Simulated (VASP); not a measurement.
# PtSe2 (P-3m1) in VASP: notebook

One crystal, PtSe2, is run at these levels: LDA; tasks: relaxation of cell and atoms.

All numbers are computed with VASP 6.6.1; they aren't measurements. Logs are shortened: lines on timing, memory, paths and dates and some standing lists are left out, and cuts for length are marked.

## Step 1: Starting point

The structure is trigonal, space group P-3m1 (No. 164). Conventional cell: a = 3.724 Å, b = 3.724 Å, c = 5.062 Å, α = 90.00°, β = 90.00°, γ = 120.00°. Around Pt (site symmetry -3m) lie 6 Se at 2.49 Å. Se (site symmetry 3m) is surrounded by 3 Pt at 2.49 Å.

## Step 2: Relaxation of cell and atoms, LDA

INCAR reads:

```
SYSTEM = PtSe2
ALGO = Normal
EDIFF = 1E-7
EDIFFG = -0.002
ENCUT = 350
GGA = CA
IBRION = 2
ISIF = 3
ISMEAR = 0
LASPH = .True.
LCHARG = .False.
LREAL = .False.
LWAVE = .False.
NELM = 80
NSW = 80
PREC = Accurate
SIGMA = 0.02
```

KPOINTS reads:

```
k-points
0
Gamma
  6 6 4
  0 0 0
```

POSCAR reads:

```
PtSe2
1.0
    3.7240000000      0.0000000000      0.0000000000
   -1.8620000000      3.2250786000      0.0000000000
    0.0000000000      0.0000000000      5.0620000000
Pt Se
1 2
Direct
    0.0000000000      0.0000000000      0.0000000000
    0.3333333300      0.6666666700      0.2500000000
    0.6666666700      0.3333333300      0.7500000000
```

Potentials or basis: VASP PAW LDA potentials, release 64 (Pt, Se).

Launch:

```console
$ cat potpaw_LDA.64/Pt/POTCAR potpaw_LDA.64/Se/POTCAR > POTCAR
$ mpirun -np 1 vasp_std > vasp.out
```

OUTCAR:

```text
SYSTEM = PtSe2
   EDIFF = 1E-7
   EDIFFG = -0.002
   ENCUT = 350
   GGA = CA
   IBRION = 2
   ISIF = 3
   ISMEAR = 0
   LASPH = .True.
   LREAL = .False.
   NELM = 80
   NSW = 80
   PREC = Accurate

 ion  position               nearest neighbor table
   1  0.000  0.000  0.000-   2 2.49   3 2.49   2 2.49   3 2.49   3 2.49   2 2.49
   2  0.333  0.667  0.250-   1 2.49   1 2.49   1 2.49
   3  0.667  0.333  0.750-   1 2.49   1 2.49   1 2.49

  LATTYP: Found a hexagonal cell.
 ALAT       =     3.7240000000
 C/A-ratio  =     1.3592910849

  Lattice vectors:

 A1 = (   3.7240000000,   0.0000000000,   0.0000000000)
 A2 = (  -1.8620000000,   3.2250786000,   0.0000000000)
 A3 = (   0.0000000000,   0.0000000000,   5.0620000000)

Analysis of symmetry for initial positions (statically):
=====================================================================
 Subroutine PRICEL returns:
 Original cell was already a primitive cell.

 Routine SETGRP: Setting up the symmetry group for a
 hexagonal supercell.

 Subroutine GETGRP returns: Found 12 space group operations
 (whereof 12 operations were pure point group operations)
 out of a pool of 24 trial point group operations.

The static configuration has the point symmetry D_3d.

Analysis of symmetry for dynamics (positions and initial velocities):
=====================================================================
 Subroutine PRICEL returns:
 Original cell was already a primitive cell.

 Routine SETGRP: Setting up the symmetry group for a
 hexagonal supercell.

 Subroutine GETGRP returns: Found 12 space group operations
 (whereof 12 operations were pure point group operations)
 out of a pool of 24 trial point group operations.

The dynamic configuration has the point symmetry D_3d.

 Subroutine INISYM returns: Found 12 space group operations
 (whereof 12 operations are pure point group operations),
 and found     1 'primitive' translations

----------------------------------------------------------------------------------------

                                     Primitive cell

  volume of cell :      60.7956

  direct lattice vectors                    reciprocal lattice vectors
     3.724000000  0.000000000  0.000000000     0.268528464  0.155034981  0.000000000
    -1.862000000  3.225078600  0.000000000     0.000000000  0.310069962  0.000000000
     0.000000000  0.000000000  5.062000000     0.000000000  0.000000000  0.197550375

  length of vectors
     3.724000000  3.723999997  5.062000000     0.310069962  0.310069962  0.197550375

  position of ions in fractional coordinates (direct lattice)
     0.000000000  0.000000000  0.000000000
     0.333333330  0.666666670  0.250000000
     0.666666670  0.333333330  0.750000000

  ion indices of the primitive-cell ions
   primitive index   ion index
                 1           1
                 2           2
                 3           3

----------------------------------------------------------------------------------------

 KPOINTS: k-points

Automatic generation of k-mesh.
 Grid dimensions read from file:
 generate k-points for:    6    6    4

 Generating k-lattice:

  Cartesian coordinates                     Fractional coordinates (reciprocal lattice)
     0.044754744  0.025839164  0.000000000     0.166666667  0.000000000  0.000000000
     0.000000000  0.051678327  0.000000000     0.000000000  0.166666667  0.000000000
     0.000000000  0.000000000  0.049387594     0.000000000  0.000000000  0.250000000

  Length of vectors
     0.051678327  0.051678327  0.049387594

  Shift w.r.t. Gamma in fractional coordinates (k-lattice)
     0.000000000  0.000000000  0.000000000

 Subroutine IBZKPT returns following result:
 ===========================================

 Found     24 irreducible k-points:

 Following reciprocal coordinates:
            Coordinates               Weight
  0.000000  0.000000  0.000000      1.000000
  0.166667  0.000000  0.000000      6.000000
  0.333333 -0.000000  0.000000      6.000000
  0.500000 -0.000000  0.000000      3.000000
  0.166667  0.166667  0.000000      6.000000
  0.333333  0.166667  0.000000     12.000000
[... 16 lines left out ...]
  0.333333  0.166667  0.500000     12.000000
  0.333333  0.333333  0.500000      2.000000
   k-points           NKPTS =     24   k-points in BZ     NKDIM =     24   number of bands    NBANDS=     15
   number of dos      NEDOS =    301   number of ions     NIONS =      3
   total plane-waves  NPLWV =  18432
   dimension x,y,z NGX =    24 NGY =   24 NGZ =   32
   dimension x,y,z NGXF=    48 NGYF=   48 NGZF=   64
   ions per type =               1   2
   NGX,Y,Z   is equivalent  to a cutoff of  10.71, 10.71, 10.51 a.u.
   NGXF,Y,Z  is equivalent  to a cutoff of  21.43, 21.43, 21.02 a.u.
 SYSTEM =  PtSe2
   PREC   = accura    normal or accurate (medium, high low for compatibility)
   ISTART =      0    job   : 0-new  1-cont  2-samecut
   ICHARG =      2    charge: 1-file 2-atom 10-const
   ISPIN  =      1    spin polarized calculation?
   LNONCOLLINEAR =      F non collinear calculations
   LSORBIT =      F    spin-orbit coupling
   LASPH  =      T    aspherical Exc in radial PAW
   ENCUT  =  350.0 eV  25.72 Ry    5.07 a.u.   5.68  5.68  7.72*2*pi/ulx,y,z
   NELM   =     80;   NELMIN=  2; NELMDL= -5     # of ELM steps
   EDIFF  = 0.1E-06   stopping-criterion for ELM
   LREAL  =      F    real-space projection
   EDIFFG = -.2E-02   stopping-criterion for IOM
   NSW    =     80    number of steps for IOM
   IBRION =      2    ionic relax: 0-MD 1-quasi-New 2-CG
   NFREE  =      1    steps in history (QN), initial steepest desc. (CG)
   ISIF   =      3    stress and relaxation
   ISYM   =      2    0-nonsym 1-usesym 2-fastsym
   POTIM  = 0.5000    time-step for ionic-motion
   TEBEG  =    0.0;   TEEND  =   0.0 temperature during run
   PSTRESS=    0.0 pullay stress
   NELECT =      22.0000    total number of electrons
   NUPDOWN=      -1.0000    fix difference up-down
   EMIN   =  10.00;   EMAX   =-10.00  energy-range for DOS
   EFERMI =   0.00;   METHOD = LEGACY
   ISMEAR =     0;   SIGMA  =   0.02  broadening in eV -4-tet -1-fermi 0-gaus
   EFERMI_NEDOS =   21; number of points for ismear=-14 and -15
   IALGO  =     38    algorithm
   IMIX   =      4    mixing-type and parameters
     AMIX     =   0.40;   BMIX     =  1.00
     AMIX_MAG =   1.60;   BMIX_MAG =  1.00
  volume/ion in A,a.u.               =      20.27       136.76
  Fermi-wavevector in a.u.,A,eV,Ry     =   1.166608  2.204570 18.517184  1.360975
  Thomas-Fermi vector in A             =   2.303119
   LORBIT       =      0    0 simple, 1 ext, 2 COOP (PROOUT), +10 PAW based schemes
   GGA     = CA    functional components
   LHFCALC =     F    Hartree Fock is set to
   AEXX    =    0.0000 exact exchange contribution
   IVDW    =     0    specifies the selected vdW correction
   LEPSILON=     F    determine dielectric tensor
   LRPA    =     F    only Hartree local field effects (RPA)
 conjugate gradient relaxation of ions
 non-spin polarized calculation
 Gauss-broadening in eV      SIGMA  =   0.02
  energy-cutoff  :      350.00
  volume of cell :       60.80
 maximum number of plane-waves:       924
 NGX is ok and might be reduce to    24
   NGX = 11   NGY = 11   NGZ = 15

--------------------------------------- Ionic step        1  -------------------------------------------

 number of electron      22.0000007 magnetization

 Free energy of the ion-electron system (eV)
  ---------------------------------------------------
  ext. energy  EPLUGINS =         0.00000000
  ---------------------------------------------------
  free energy    TOTEN  =       -17.05656623 eV

  energy without entropy =      -17.05572680  energy(sigma->0) =      -17.05614652

------------------------ aborting loop because EDIFF is reached ----------------------------------------

  FORCE on cell =-STRESS in cart. coord.  units (eV):
  Direction    XX          YY          ZZ          XY          YZ          ZX
  --------------------------------------------------------------------------------------
  -------------------------------------------------------------------------------------
  Total        0.0451672      0.0451672     -0.3729427      0.0000000      0.0000000     -0.0000000
  in kB        1.1903133      1.1903133     -9.8283482      0.0000000      0.0000000     -0.0000000
  external PRESSURE =      -2.4825739 kB  Pullay stress =       0.0000000 kB
[... 92 lines left out ...]
  FREE ENERGIE OF THE ION-ELECTRON SYSTEM (eV)
  ---------------------------------------------------
  free  energy   TOTEN  =       -17.0835483394 eV

  energy  without entropy=      -17.0830189247  energy(sigma->0) =      -17.08328363

[... ionic steps 4 to 15 ...]

--------------------------------------- Ionic step       16  -------------------------------------------

 number of electron      21.9999996 magnetization

------------------------ aborting loop because EDIFF is reached ----------------------------------------

  FORCE on cell =-STRESS in cart. coord.  units (eV):
  Direction    XX          YY          ZZ          XY          YZ          ZX
  --------------------------------------------------------------------------------------
  -------------------------------------------------------------------------------------
  Total        0.0000880      0.0000880     -0.0071405     -0.0000000     -0.0000000      0.0000000
  in kB        0.0024334      0.0024334     -0.1974648     -0.0000000     -0.0000000      0.0000000
  external PRESSURE =      -0.0641993 kB  Pullay stress =       0.0000000 kB
[... 59 lines left out ...]
  energy  without entropy=      -17.0952904208  energy(sigma->0) =      -17.09556727

--------------------------------------- Ionic step       18  -------------------------------------------

 number of electron      21.9999996 magnetization

 Free energy of the ion-electron system (eV)
  ---------------------------------------------------
  ext. energy  EPLUGINS =         0.00000000
  ---------------------------------------------------
  free energy    TOTEN  =       -17.09584526 eV

  energy without entropy =      -17.09528635  energy(sigma->0) =      -17.09556581

 E-fermi :   7.0172     XC(G=0): -11.1910

 val. band max:        7.0012308626   @ k =   0.0000   0.3333   0.2500
 cond. band min:       7.0191853754   @ k =   0.3333   0.3333   0.0000
 fundamental gap:      0.0179545127
 Fermi energy:         7.0171987529

 k-point     1 :       0.0000    0.0000    0.0000
  band No.  band energies     occupation
      1      -8.8533      2.00000
      2      -5.5955      2.00000
      3      -0.2883      2.00000
      4       0.6016      2.00000
      5       0.6016      2.00000
      6       3.1413      2.00000
      7       3.1413      2.00000
      8       4.5518      2.00000
      9       6.0277      2.00000
     10       6.0277      2.00000
     11       7.8743      0.00000
     12       8.1663      0.00000
     13       8.1663      0.00000
     14      10.2343      0.00000
     15      11.2264      0.00000
[... 442 lines left out ...]
  FREE ENERGIE OF THE ION-ELECTRON SYSTEM (eV)
  ---------------------------------------------------
  free  energy   TOTEN  =       -17.0958452637 eV

  energy  without entropy=      -17.0952863547  energy(sigma->0) =      -17.09556581

 reached required accuracy - stopping structural energy minimisation
```

Run time: 43 s. Hardware: 1 thread of Intel Xeon 6975P-C (Granite Rapids), shared host; peak memory 0.14 GiB.

What came out:

| Quantity | Value |
| --- | --- |
| Free energy | -17.0958 eV |
| Relaxed volume | 19.31 Å³/atom |
| Relaxed cell | a = 3.739 Å, b = 3.739 Å, c = 4.784 Å, α = 90.00°, β = 90.00°, γ = 120.00° |
| Space group after relaxing (to 0.05 Å) | P-3m1 (No. 164) |
| Energy gained by relaxing | 13.1 meV/atom |
| Ionic steps | 18 |
| Pressure after relaxing | 0.0 GPa |
| Band gap on the k mesh | none (metal or under the smearing width) |

The path:
```
step  energy change (eV)  largest force (eV/Å)  pressure (GPa)  volume (Å³)
   1              0.0000                0.2395           -0.25        60.80
   2             -0.0081                0.2198           -0.63        60.52
   3             -0.0270                0.0114           -1.53        59.68
   4             -0.0165                0.5341           -2.61        57.98
   5             -0.0317                0.1431           -1.85        59.17
   6             -0.0351                0.1195           -1.28        58.76
   7             -0.0378                0.0834           -0.27        58.09
   8             -0.0380                0.0735            0.03        57.90
   9             -0.0382                0.0638            0.03        57.91
  10             -0.0389                0.0345            0.04        57.92
  11             -0.0392                0.0241            0.08        57.93
  12             -0.0393                0.0128            0.07        57.93
  13             -0.0393                0.0021           -0.06        57.97
  14             -0.0393                0.0049           -0.02        57.96
  15             -0.0393                0.0042           -0.02        57.95
  16             -0.0393                0.0020           -0.01        57.94
  17             -0.0393                0.0023            0.01        57.90
  18             -0.0393                0.0003            0.00        57.92
```

Final structure:
```yaml
crystal:
  lattice:
    - [3.73898, 0.00000, 0.00000]
    - [-1.86949, 3.23805, 0.00000]
    - [0.00000, 0.00000, 4.78371]
  atoms:
    - { symbol: Pt, position: [0.00000, 0.00000, 0.00000] }
    - { symbol: Se, position: [0.33333, 0.66667, 0.26472] }
    - { symbol: Se, position: [0.66667, 0.33333, 0.73528] }
```

Spin-orbit coupling is left out, which matters for the levels of Pt. LDA usually gives volumes a few per cent too small.

## Step 3: Relaxation of cell and atoms, LDA

This run uses another cell than the first one, of 19.31 Å³/atom, 0.953 times its volume.

INCAR is that of step 2.

KPOINTS is that of step 2.

POSCAR reads:

```
PtSe2                                   
1.0
    3.7389757396      0.0000000000     -0.0000000000
   -1.8694878698      3.2380479709      0.0000000000
    0.0000000000     -0.0000000000      4.7837142562
  Pt              Se            
     1     2
Direct
     0.0000000000000000    0.0000000000000000    0.0000000000000000
     0.3333333300000021    0.6666666699999979    0.2647224650472661
     0.6666666699999979    0.3333333300000021    0.7352775349527340
```

Potentials or basis: VASP PAW LDA potentials, release 64 (Pt, Se).

Launch:

```console
$ cat potpaw_LDA.64/Pt/POTCAR potpaw_LDA.64/Se/POTCAR > POTCAR
$ mpirun -np 1 vasp_std > vasp.out
```

It took 20 s on 1 thread of Intel Xeon 6975P-C (Granite Rapids), shared host; peak memory 0.13 GiB.

It converged, with:

| Item | Value |
| --- | --- |
| Free energy | -17.0927 eV |
| Relaxed volume | 19.29 Å³/atom |
| Relaxed cell | a = 3.740 Å, b = 3.740 Å, c = 4.777 Å, α = 90.00°, β = 90.00°, γ = 120.00° |
| Space group after relaxing (to 0.05 Å) | P-3m1 (No. 164) |
| Energy gained by relaxing | 0.0 meV/atom |
| Ionic steps | 12 |
| Pressure after relaxing | 0.0 GPa |
| Band gap on the k mesh | none (metal or under the smearing width) |

Final structure:
```
Pt Se
1.0
     3.73995    0.00000    0.00000
    -1.86998    3.23890    0.00000
     0.00000    0.00000    4.77689
Pt Se
1 2
Direct
  0.00000 0.00000 0.00000
  0.33333 0.66667 0.26490
  0.66667 0.33333 0.73510
```

Levels at points of the mesh, in eV from the Fermi level:
```csv
k point,band 8,band 9,band 10,band 11,band 12,band 13,band 14,band 15
"(0.00, 0.00, 0.00)",-2.46,-0.99,-0.99,0.86,1.14,1.14,3.21,4.21
"(0.50, 0.00, 0.00)",-3.79,-3.37,-3.31,-2.93,0.54,2.64,5.11,6.11
"(0.00, 0.00, 0.50)",-2.98,-1.72,-1.72,-1.63,2.46,2.46,4.96,6.59
"(0.50, 0.00, 0.50)",-3.40,-3.11,-2.64,-1.08,0.66,1.56,4.80,5.06
```

The run has no spin-orbit coupling, so splittings on Pt are missing.
